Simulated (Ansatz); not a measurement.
Al₂Ru films: biaxial stress and wafer bow

Plane-wave DFT in Ansatz, r2SCAN, scalar-relativistic PAW potentials, cutoff 500 eV, no spin-orbit coupling; no spin polarisation. Al₂Ru in space group I4/mmm, a structure that wasn't matched to a measured phase, strained equally along a and b of the conventional cell, with c and the atoms relaxed within the symmetry (a film with c along the normal). Stress is the in-plane mean, tension positive.

| strain (%) | stress (GPa) | E − E(0) (meV/atom) |
| --- | --- | --- |
| -3.0 | -11.31 | 28.2 |
| -2.0 | -7.35 | 12.3 |
| -1.0 | -3.58 | 3.0 |
| +0.0 | 0.00 | 0.0 |
| +1.0 | 3.36 | 2.9 |
| +2.0 | ? | 11.5 |
| +3.0 | 9.31 | 25.3 |

Q: Fit the stress, get the biaxial modulus and predict the missing row.

A: A parabola through the given rows is σ = 0.00 + 3.442 ε -0.1112 ε² GPa (ε in %), so M = dσ/dε = 344 GPa at zero. It predicts 6.44 GPa at +2.0 %; the run gave 6.48 GPa. The miss is 0.04 GPa, so the fit holds. The negative square term means that the film is stiffer in compression than in tension. The energies check it: E/V = Mε² at small strain, and a cubic fit with V = 13.72 Å³/atom gives M = 347 GPa, in agreement.

Q: How much does a 50 nm film at -0.3 % strain bow a 300 mm Si(001) wafer 775 μm thick?

A: The fit, without its small constant, gives σ = -1.04 GPa. Stoney's formula, κ = 6σt_f/(M_s t_s²) with M_s = 180.5 GPa for Si(001) (literature), gives |κ| = 2.88×10⁻³ m⁻¹ and a bow κr²/2 = 32.4 μm at r = 150 mm, with the film side convex (compression pushes the centre up). This assumes a single-crystal or fully textured, unrelaxed film at 0 K.

The gap is zero at -1.0, +0.0, +1.0, +2.0, +3.0 % and open in the other rows; where it is zero the stresses hang on mesh and smearing, and a semilocal functional can close a small gap that the real crystal has.

Cost: about 18 core-minutes for the runs cited, on Intel Xeon Processor @ 2.50GHz (Skylake/Cascade Lake) (shared hosts).

The film is stiff in-plane, and its response is mildly anharmonic: at every matched pair of strains, compression costs more energy than tension. This is the usual asymmetry of a bond, with repulsion rising steeply as atoms approach and attraction weakening as they separate. The high modulus probably reflects directional Ru 4d–Al sp hybridisation, which in Al₂Ru also favours a gap or pseudogap at this electron count. The stress varies smoothly although the gap opens between -1.0 and -2.0 %, which suggests that the few states near the Fermi level contribute little to the stiffness. At -0.3 % strain the anharmonic term is minor, so the predicted bow is governed by the linear modulus and the assumed mismatch.

Al₂Ru is known as an orthorhombic, TiSi₂-type narrow-gap semiconductor, so the metallic state found at zero strain can't be carried over to that phase. An orthorhombic film could also have unequal in-plane stresses and bend the wafer differently along two directions, which a single biaxial modulus doesn't describe.
